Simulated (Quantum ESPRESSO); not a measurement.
# TiAl (Pm-3m) in Quantum ESPRESSO: a series of runs

One crystal, TiAl, is run at these levels: PBEsol; tasks: phonons.

All numbers are computed with Quantum ESPRESSO 7.5; they aren't measurements. Logs are shortened: lines on timing, memory, paths and dates and some standing lists are left out, and cuts for length are marked.

### Step 1. The crystal as given

It takes space group Pm-3m (No. 221, cubic). The conventional cell has a = 3.179 Å, b = 3.179 Å, c = 3.179 Å, α = 90.00°, β = 90.00°, γ = 90.00°. Around Ti (site symmetry m-3m) lie 8 Al at 2.75 Å. Al (site symmetry m-3m) is surrounded by 8 Ti at 2.75 Å.

The cell comes from a database or a generator and needn't be the stable form of this composition.

### Step 2. Phonons, PBEsol, target pressure 50 GPa, at which the enthalpy is minimised

pw.in

```
&CONTROL
  calculation = 'scf'
  prefix = 'pwscf'
  outdir = './tmp'
  pseudo_dir = './pseudo'
  tprnfor = .true.
  tstress = .true.
  disk_io = 'low'
/
&SYSTEM
  ibrav = 0
  nat = 2
  ntyp = 2
  ecutwfc = 45
  ecutrho = 360
  nbnd = 13
  occupations = 'smearing'
  smearing = 'mv'
  degauss = 0.01469973
/
&ELECTRONS
  conv_thr = 4d-10
  electron_maxstep = 120
  mixing_beta = 0.5
/
ATOMIC_SPECIES
Ti    47.8670 ti_pbesol_v1.4.uspp.F.UPF
Al    26.9815 al_pbesol_v1.uspp.F.UPF
CELL_PARAMETERS angstrom
   3.1790640000    0.0000000000    0.0000000000
   0.0000000000    3.1790640000    0.0000000000
   0.0000000000    0.0000000000    3.1790640000
ATOMIC_POSITIONS crystal
Ti     0.0000000000    0.0000000000    0.0000000000
Al     0.5000000000    0.5000000000    0.5000000000
K_POINTS automatic
8 8 8 0 0 0
```

relax.in

```
&CONTROL
  calculation = 'vc-relax'
  prefix = 'pwscf'
  outdir = './tmp'
  pseudo_dir = './pseudo'
  tprnfor = .true.
  tstress = .true.
  disk_io = 'low'
  nstep = 40
  forc_conv_thr = 0.0001
  etot_conv_thr = 1d-06
/
&SYSTEM
  ibrav = 0
  nat = 2
  ntyp = 2
  ecutwfc = 45
  ecutrho = 360
  nbnd = 13
  occupations = 'smearing'
  smearing = 'mv'
  degauss = 0.01469973
/
&ELECTRONS
  conv_thr = 4d-10
  electron_maxstep = 120
  mixing_beta = 0.5
/
&IONS
  ion_dynamics = 'bfgs'
/
&CELL
  cell_dynamics = 'bfgs'
  press = 500
  press_conv_thr = 0.2
/
ATOMIC_SPECIES
Ti    47.8670 ti_pbesol_v1.4.uspp.F.UPF
Al    26.9815 al_pbesol_v1.uspp.F.UPF
CELL_PARAMETERS angstrom
   3.1790640000    0.0000000000    0.0000000000
   0.0000000000    3.1790640000    0.0000000000
   0.0000000000    0.0000000000    3.1790640000
ATOMIC_POSITIONS crystal
Ti     0.0000000000    0.0000000000    0.0000000000
Al     0.5000000000    0.5000000000    0.5000000000
K_POINTS automatic
8 8 8 0 0 0
```

scf2.in

```
&CONTROL
  calculation = 'scf'
  prefix = 'pwscf'
  outdir = './tmp'
  pseudo_dir = './pseudo'
  tprnfor = .true.
  tstress = .true.
  disk_io = 'low'
/
&SYSTEM
  ibrav = 0
  nat = 2
  ntyp = 2
  ecutwfc = 45
  ecutrho = 360
  nbnd = 13
  occupations = 'smearing'
  smearing = 'mv'
  degauss = 0.01469973
/
&ELECTRONS
  conv_thr = 1d-13
  electron_maxstep = 120
  mixing_beta = 0.5
  startingpot = 'file'
  startingwfc = 'file'
/
ATOMIC_SPECIES
Ti    47.8670 ti_pbesol_v1.4.uspp.F.UPF
Al    26.9815 al_pbesol_v1.uspp.F.UPF
CELL_PARAMETERS angstrom
   2.8968548389    0.0000000000    0.0000000000
   0.0000000000    2.8968548389    0.0000000000
   0.0000000000    0.0000000000    2.8968548389
ATOMIC_POSITIONS crystal
Ti     0.0000000000    0.0000000000    0.0000000000
Al     0.5000000000    0.5000000000    0.5000000000
K_POINTS automatic
8 8 8 0 0 0
```

ph.in

```
phonons of TiAl
&INPUTPH
  prefix = 'pwscf'
  outdir = './tmp'
  tr2_ph = 1d-18
  fildyn = 'dyn'
  niter_ph = 90
  alpha_mix(1) = 0.4
/
0.0000000000 0.0000000000 0.0000000000
```

dynmat.in

```
&INPUT
  fildyn = 'dyn'
  asr = 'crystal'
  filout = 'dynmat.disp'
  fileig = 'dynmat.eig'
/
```

Potentials or basis: GBRV 1.5 PBEsol.

Started as:

```
OMP_NUM_THREADS=1 pw.x -in pw.in > pw.out
OMP_NUM_THREADS=1 pw.x -in relax.in > relax.out
OMP_NUM_THREADS=1 pw.x -in scf2.in > scf2.out
OMP_NUM_THREADS=1 ph.x -in ph.in > ph.out
OMP_NUM_THREADS=1 dynmat.x -in dynmat.in > dynmat.out
```

pw.out:

```text
This program is part of the open-source Quantum ESPRESSO suite
     for quantum simulation of materials; please cite
[... 9 lines left out ...]
     --------------------
     sticks:   dense  smooth     PW     G-vecs:    dense   smooth      PW
     Sum        1041     517    169                25173     8829    1575

     Using Slab Decomposition

     bravais-lattice index     =            0
     lattice parameter (alat)  =       6.0076  a.u.
     unit-cell volume          =     216.8175 (a.u.)^3
     number of atoms/cell      =            2
     number of atomic types    =            2
     number of electrons       =        15.00
     number of Kohn-Sham states=           13
     kinetic-energy cutoff     =      45.0000  Ry
     charge density cutoff     =     360.0000  Ry
     scf convergence threshold =      4.0E-10
     mixing beta               =       0.5000
     number of iterations used =            8  plain     mixing
     Exchange-correlation= SLA  PW   PSX  PSC
                           (   1   4  10   8   0   0   0)

     celldm(1)=   6.007560  celldm(2)=   0.000000  celldm(3)=   0.000000
     celldm(4)=   0.000000  celldm(5)=   0.000000  celldm(6)=   0.000000

     crystal axes: (cart. coord. in units of alat)
               a(1) = (   1.000000   0.000000   0.000000 )
               a(2) = (   0.000000   1.000000   0.000000 )
               a(3) = (   0.000000   0.000000   1.000000 )

     reciprocal axes: (cart. coord. in units 2 pi/alat)
               b(1) = (  1.000000  0.000000  0.000000 )
               b(2) = (  0.000000  1.000000  0.000000 )
               b(3) = (  0.000000  0.000000  1.000000 )

     PseudoPot. # 1 for Ti read from file:
     ti_pbesol_v1.4.uspp.F.UPF
     Pseudo is Ultrasoft + core correction, Zval = 12.0
     Generated by new atomic code, or converted to UPF format
     Using radial grid of  851 points,  6 beta functions with:
                l(1) =   0
                l(2) =   0
                l(3) =   1
                l(4) =   1
                l(5) =   2
                l(6) =   2
     Q(r) pseudized with  6 coefficients,  rinner =    1.000   1.000   1.000
                                                       1.000   1.000

     PseudoPot. # 2 for Al read from file:
     al_pbesol_v1.uspp.F.UPF
     Pseudo is Ultrasoft + core correction, Zval =  3.0
     Generated by new atomic code, or converted to UPF format
     Using radial grid of  893 points,  3 beta functions with:
                l(1) =   0
                l(2) =   1
                l(3) =   2
     Q(r) pseudized with  8 coefficients,  rinner =    0.900   0.900   0.900
                                                       0.900   0.900

     atomic species   valence    mass     pseudopotential
     Ti               12.00    47.86700     Ti( 1.00)
     Al                3.00    26.98150     Al( 1.00)

     48 Sym. Ops., with inversion, found

   Cartesian axes

     site n.     atom                  positions (alat units)
         1        Ti     tau(   1) = (   0.0000000   0.0000000   0.0000000  )
         2        Al     tau(   2) = (   0.5000000   0.5000000   0.5000000  )

     number of k points=    35  Marzari-Vanderbilt smearing, width (Ry)=  0.0147
                       cart. coord. in units 2pi/alat
        k(    1) = (   0.0000000   0.0000000   0.0000000), wk =   0.0039062
        k(    2) = (   0.0000000   0.0000000   0.1250000), wk =   0.0234375
        k(    3) = (   0.0000000   0.0000000   0.2500000), wk =   0.0234375
        k(    4) = (   0.0000000   0.0000000   0.3750000), wk =   0.0234375
        k(    5) = (   0.0000000   0.0000000  -0.5000000), wk =   0.0117188
        k(    6) = (   0.0000000   0.1250000   0.1250000), wk =   0.0468750
[... 27 lines left out ...]
        k(   34) = (   0.3750000  -0.5000000  -0.5000000), wk =   0.0234375
        k(   35) = (  -0.5000000  -0.5000000  -0.5000000), wk =   0.0039062

     Dense  grid:    25173 G-vectors     FFT dimensions: (  40,  40,  40)

     Smooth grid:     8829 G-vectors     FFT dimensions: (  25,  25,  25)

     Check: negative core charge=   -0.000007

     Initial potential from superposition of free atoms

     starting charge      13.9976, renormalised to      15.0000

     negative rho (up, down):  7.393E-04 0.000E+00
     Starting wfcs are   14 randomized atomic wfcs

     Self-consistent Calculation

     iteration #  1     ecut=    45.00 Ry     beta= 0.50
     Davidson diagonalization with overlap
     ethr =  1.00E-02,  avg # of iterations =  3.7

     negative rho (up, down):  1.114E-03 0.000E+00

     total energy              =    -125.64222788 Ry
     estimated scf accuracy    <       0.55349884 Ry

     iteration #  2     ecut=    45.00 Ry     beta= 0.50
     Davidson diagonalization with overlap
     ethr =  3.69E-03,  avg # of iterations =  2.8

     negative rho (up, down):  6.232E-04 0.000E+00

     total energy              =    -125.77236479 Ry
     estimated scf accuracy    <       0.37802527 Ry

     iteration #  3     ecut=    45.00 Ry     beta= 0.50
     Davidson diagonalization with overlap
     ethr =  2.52E-03,  avg # of iterations =  1.8

     negative rho (up, down):  5.360E-04 0.000E+00

     total energy              =    -125.84683500 Ry
     estimated scf accuracy    <       0.00639701 Ry

     iteration #  4     ecut=    45.00 Ry     beta= 0.50
     Davidson diagonalization with overlap
     ethr =  4.26E-05,  avg # of iterations =  2.9
[... 37 lines left out ...]
     negative rho (up, down):  5.225E-04 0.000E+00

     total energy              =    -125.84895685 Ry
     estimated scf accuracy    <       0.00000002 Ry

     iteration #  9     ecut=    45.00 Ry     beta= 0.50
     Davidson diagonalization with overlap
     ethr =  1.28E-10,  avg # of iterations =  3.1

     negative rho (up, down):  5.225E-04 0.000E+00

     total energy              =    -125.84895685 Ry
     estimated scf accuracy    <       0.00000001 Ry

     iteration # 10     ecut=    45.00 Ry     beta= 0.50
     Davidson diagonalization with overlap
     ethr =  8.18E-11,  avg # of iterations =  1.8

     negative rho (up, down):  5.225E-04 0.000E+00

     End of self-consistent calculation

          k = 0.0000 0.0000 0.0000 (  1141 PWs)   bands (ev):

   -45.3112 -21.6169 -21.6169 -21.6169   2.0539   9.9127   9.9127  13.1346
    13.1346  13.1346  15.7270  15.7270  15.7270

          k = 0.0000 0.0000 0.1250 (  1109 PWs)   bands (ev):

   -45.3090 -21.6428 -21.6146 -21.6146   2.3029   9.7593  10.0218  12.7484
    12.7484  13.1634  14.8840  16.2966  16.2966

          k = 0.0000 0.0000 0.2500 (  1117 PWs)   bands (ev):

   -45.3036 -21.7048 -21.6091 -21.6091   3.0285   8.9682  10.3086  12.1062
    12.1062  13.2340  14.0911  17.5122  17.5122

          k = 0.0000 0.0000 0.3750 (  1101 PWs)   bands (ev):

   -45.2982 -21.7662 -21.6035 -21.6035   4.1650   7.4644  10.6383  11.6354
    11.6354  13.3064  14.1704  18.2603  19.0049

          k = 0.0000 0.0000-0.5000 (  1108 PWs)   bands (ev):

   -45.2960 -21.7914 -21.6012 -21.6012   5.3092   6.1301  10.7918  11.4676
    11.4676  13.3369  14.3540  17.9098  20.7904

          k = 0.0000 0.1250 0.1250 (  1109 PWs)   bands (ev):

   -45.3068 -21.6416 -21.6390 -21.6123   2.5468   9.8050   9.9642  12.3142
    12.6553  12.9645  15.1923  15.5796  16.7950
[... 21 lines left out ...]
          k = 0.0000 0.2500 0.3750 (  1107 PWs)   bands (ev):

   -45.2908 -21.7544 -21.6873 -21.5959   4.9044   8.1097  10.0065  11.2208
    11.8774  12.5615  14.2588  16.2462  18.4430

          k = 0.0000 0.2500-0.5000 (  1104 PWs)   bands (ev):

   -45.2886 -21.7790 -21.6844 -21.5936   5.7233   7.1339  10.3584  10.9667
    11.7348  12.6090  14.2565  17.0451  17.4730

          k = 0.0000 0.3750 0.3750 (  1103 PWs)   bands (ev):

   -45.2856 -21.7473 -21.7447 -21.5905   5.6469   8.5326   9.3274  10.9927
    12.0214  12.1903  14.1660  15.9428  17.2498

          k = 0.0000 0.3750-0.5000 (  1096 PWs)   bands (ev):

   -45.2834 -21.7702 -21.7426 -21.5882   6.1110   8.2341   9.5822  10.6311
    11.9455  12.1947  14.1385  16.3564  16.3706

          k = 0.0000-0.5000-0.5000 (  1092 PWs)   bands (ev):

   -45.2812 -21.7665 -21.7665 -21.5860   6.3167   9.2328   9.2328   9.8775
    12.0393  12.0393  14.1032  16.0585  16.1187

          k = 0.1250 0.1250 0.1250 (  1102 PWs)   bands (ev):

   -45.3046 -21.6404 -21.6365 -21.6365   2.7857   9.9018   9.9018  12.0908
    12.5523  12.5523  15.7093  15.7093  16.0463

          k = 0.1250 0.1250 0.2500 (  1112 PWs)   bands (ev):

   -45.2992 -21.6990 -21.6329 -21.6306   3.4792   9.2369  10.1619  11.7267
    11.8660  12.6489  14.6847  16.6775  16.7482

          k = 0.1250 0.1250 0.3750 (  1107 PWs)   bands (ev):

   -45.2939 -21.7593 -21.6268 -21.6247   4.5513   7.8087  10.5013  11.3033
    11.7173  12.7716  14.3318  17.5254  17.7189

          k = 0.1250 0.1250-0.5000 (  1116 PWs)   bands (ev):

   -45.2917 -21.7842 -21.6243 -21.6223   5.5369   6.6402  10.7694  10.9792
    11.7172  12.8210  14.3506  17.8408  18.6408

          k = 0.1250 0.2500 0.2500 (  1103 PWs)   bands (ev):

   -45.2940 -21.6943 -21.6892 -21.6258   4.1203   9.5398   9.5721  11.4938
    11.7683  12.2779  14.9208  15.8098  17.3734

          k = 0.1250 0.2500 0.3750 (  1108 PWs)   bands (ev):

   -45.2887 -21.7512 -21.6846 -21.6200   5.0832   8.2703   9.9094  11.2977
    11.8303  12.3182  14.4621  16.3126  18.0707

          k = 0.1250 0.2500-0.5000 (  1108 PWs)   bands (ev):

   -45.2865 -21.7756 -21.6817 -21.6175   5.8604   7.3373  10.0720  11.1308
    11.9817  12.3308  14.3320  16.9276  17.8056

          k = 0.1250 0.3750 0.3750 (  1103 PWs)   bands (ev):

   -45.2835 -21.7442 -21.7416 -21.6142   5.8143   8.6759   9.1997  11.0299
    12.0437  12.2644  14.3462  15.8178  17.2420

          k = 0.1250 0.3750-0.5000 (  1096 PWs)   bands (ev):

   -45.2813 -21.7669 -21.7395 -21.6118   6.2779   8.3200   9.3689  10.7646
    12.2287  12.2539  14.2133  15.9894  16.4562

          k = 0.1250-0.5000-0.5000 (  1108 PWs)   bands (ev):

   -45.2791 -21.7633 -21.7633 -21.6095   6.5041   9.0394   9.0394  10.2233
    12.3362  12.3362  14.1126  15.6562  16.0302

          k = 0.2500 0.2500 0.2500 (  1093 PWs)   bands (ev):

   -45.2887 -21.6894 -21.6825 -21.6825   4.7125   9.5765   9.5765  11.1151
    11.8568  11.8568  15.7913  15.7913  16.0602

          k = 0.2500 0.2500 0.3750 (  1110 PWs)   bands (ev):

   -45.2835 -21.7433 -21.6799 -21.6758   5.5844   8.6290   9.5391  11.5158
    11.6332  12.2115  14.8304  15.9851  16.8147

          k = 0.2500 0.2500-0.5000 (  1106 PWs)   bands (ev):

   -45.2813 -21.7673 -21.6771 -21.6731   6.2408   7.8544   9.5104  11.5804
    11.8407  12.4429  14.4235  15.8927  17.8325

          k = 0.2500 0.3750 0.3750 (  1103 PWs)   bands (ev):

   -45.2783 -21.7365 -21.7342 -21.6712   6.2841   8.8528   8.9175  11.3467
    12.1935  12.4336  14.8500  15.0232  16.6303

          k = 0.2500 0.3750-0.5000 (  1092 PWs)   bands (ev):

   -45.2762 -21.7590 -21.7321 -21.6684   6.7453   8.4129   8.9482  11.3570
    12.4159  12.8583  14.3795  14.7210  16.6221

          k = 0.2500-0.5000-0.5000 (  1104 PWs)   bands (ev):

   -45.2741 -21.7555 -21.7555 -21.6657   7.0377   8.6571   8.6571  11.2079
    13.0368  13.0368  14.1352  14.2688  15.8756

          k = 0.3750 0.3750 0.3750 (  1094 PWs)   bands (ev):

   -45.2732 -21.7298 -21.7267 -21.7267   6.9383   8.6628   8.6628  12.1622
    12.5942  12.5942  13.8707  15.5920  15.5920

          k = 0.3750 0.3750-0.5000 (  1092 PWs)   bands (ev):

   -45.2711 -21.7510 -21.7256 -21.7236   7.3782   8.3800   8.5637  12.4841
    12.6589  13.2941  13.5459  14.5020  16.1596

          k = 0.3750-0.5000-0.5000 (  1080 PWs)   bands (ev):

   -45.2690 -21.7477 -21.7477 -21.7215   7.7795   8.3434   8.3434  12.6580
    12.7007  13.8408  13.8408  14.1580  15.3620

          k =-0.5000-0.5000-0.5000 (  1088 PWs)   bands (ev):

   -45.2669 -21.7445 -21.7445 -21.7445   8.2264   8.2264   8.2264  11.9419
    14.1674  14.1674  14.2713  14.2713  14.2713

     the Fermi energy is    11.3504 ev

!    total energy              =    -125.84895685 Ry
     estimated scf accuracy    <          2.2E-10 Ry
     smearing contrib. (-TS)   =      -0.00084527 Ry
     internal energy E=F+TS    =    -125.84811158 Ry

     The total energy is F=E-TS. E is the sum of the following terms:
     one-electron contribution =     -53.37917723 Ry
     hartree contribution      =      31.60189250 Ry
     xc contribution           =     -22.19967114 Ry
     ewald contribution        =     -81.87115572 Ry

     convergence has been achieved in  10 iterations

     negative rho (up, down):  5.225E-04 0.000E+00

     Forces acting on atoms (cartesian axes, Ry/au):

     atom    1 type  1   force =     0.00000000    0.00000000    0.00000000
     atom    2 type  2   force =     0.00000000    0.00000000    0.00000000

     Total force =     0.000000     Total SCF correction =     0.000000

     Computing stress (Cartesian axis) and pressure

     negative rho (up, down):  5.225E-04 0.000E+00
          total   stress  (Ry/bohr**3)                   (kbar)     P=      -24.97
  -0.00016972   0.00000000   0.00000000          -24.97        0.00        0.00
   0.00000000  -0.00016972   0.00000000            0.00      -24.97        0.00
   0.00000000   0.00000000  -0.00016972            0.00        0.00      -24.97

=------------------------------------------------------------------------------=
   JOB DONE.
=------------------------------------------------------------------------------=
```

It took 1.9 min on 1 thread of AMD EPYC 7R43 (Zen 3), shared host; peak memory 0.14 GiB.

What came out:

```yaml
Free_energy: -1711.3635 eV
Relaxed_volume: 12.15 Å³/atom
Relaxed_cell: a = 2.897 Å, b = 2.897 Å, c = 2.897 Å, α = 90.00°, β = 90.00°, γ = 90.00°
Space_group_after_relaxing_to_0.05_Å: Pm-3m (No. 221)
Pressure_after_relaxing: 50.0 GPa
Band_gap_on_the_k_mesh: none (metal or under the smearing width)
Highest_phonon_frequency_at_Γ: 459 cm⁻¹
```

The path:
```tsv
step	energy change (eV)	largest force (eV/Å)	pressure (GPa)	volume (Å³)
1	0.0000	0.0000	-2.50	32.13
2	0.9093	0.0000	50.43	24.27
3	0.8943	0.0000	49.85	24.32
4	0.8982	0.0000	50.00	24.31
```

Final structure:
```
Ti Al
1.0
     2.89685    0.00000    0.00000
     0.00000    2.89685    0.00000
     0.00000    0.00000    2.89685
Ti Al
1 1
Direct
  0.00000 0.00000 0.00000
  0.50000 0.50000 0.50000
```

Levels at points of the mesh, in eV from the Fermi level:
```tsv
k point	band 4	band 5	band 6	band 7	band 8	band 9	band 10	band 11
(0.00, 0.00, 0.00)	-32.34	-10.49	-2.23	-2.23	2.50	2.50	2.50	5.98
(0.00, 0.00, -0.50)	-32.29	-6.25	-6.00	-0.94	0.18	0.18	2.82	4.39
(0.00, -0.50, -0.50)	-32.25	-5.92	-2.01	-2.01	-1.83	0.82	0.82	3.96
(-0.50, -0.50, -0.50)	-32.66	-4.10	-4.10	-4.10	2.42	3.98	3.98	3.98
```

Phonon frequencies in cm⁻¹ (negative: imaginary):
| q point | frequencies |
| --- | --- |
| (0.000, 0.000, 0.000) | -14 -14 -14 459 459 459 |

Optical modes at Γ, degenerate ones joined:
| cm⁻¹ | components | symmetry | active in |
| --- | --- | --- | --- |
| 459 | 3 | T1u | IR |

Caveat: the mesh is thin for the phonons of a metal; the volume moved by over 15 % at a fixed basis, so the end points are rough; the cell is more than 3 GPa from zero pressure, which shifts response properties.

(Part 1 of 3 ends here.)
